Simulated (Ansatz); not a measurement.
## LDA, PBE, PBEsol and r²SCAN on CuI

```yaml
crystal:
  lattice:
    - [0.00000, 3.03150, 3.03150]
    - [3.03150, 0.00000, 3.03150]
    - [3.03150, 3.03150, 0.00000]
  atoms:
    - { symbol: Cu, position: [0.75000, 0.75000, 0.75000] }
    - { symbol: I, position: [0.00000, 0.00000, 0.00000] }
```

Atom numbers follow the list: Cu1, I2.

The cell is COD entry 9004456, as deposited and not checked against the literature; nothing was relaxed. It differs from other determinations.

No spin–orbit coupling, which matters for the heavy atoms here.

One fixed cell is solved with several functionals by PAW (frozen-core files) in Ansatz 0.2.0, scalar-relativistically. A positive pressure means that the functional wants a larger cell.

The PAW files were made with PBE; their cores are remade for each functional.

Settings: a Γ-centred 9×9×9 k mesh, Fermi–Dirac smearing of 0.03 eV, cutoff 420 eV, no spin polarisation.

Cutoffs: PBE 420 eV, LDA 420 eV, PBEsol 420 eV, r²SCAN 500 eV.

| setting | P (GPa) | gap over the k mesh and a high-symmetry path (eV) | lowest level at Γ above −25 eV, from the valence-band top or, without a gap, the Fermi level (eV) |
| --- | --- | --- | --- |
| PBE | 0.31 | ? | -14.03 |
| LDA | ? | 0.94 | -14.05 |
| PBEsol | -2.60 | 1.01 | -14.05 |
| r²SCAN | -0.83 | 1.61 | -14.53 |

Problem. Fill in "gap over the k mesh and a high-symmetry path (eV)" for the row "PBE".

Solution. 1.12.

Problem. Fill in "P (GPa)" for the row "LDA".

Solution. -4.43.
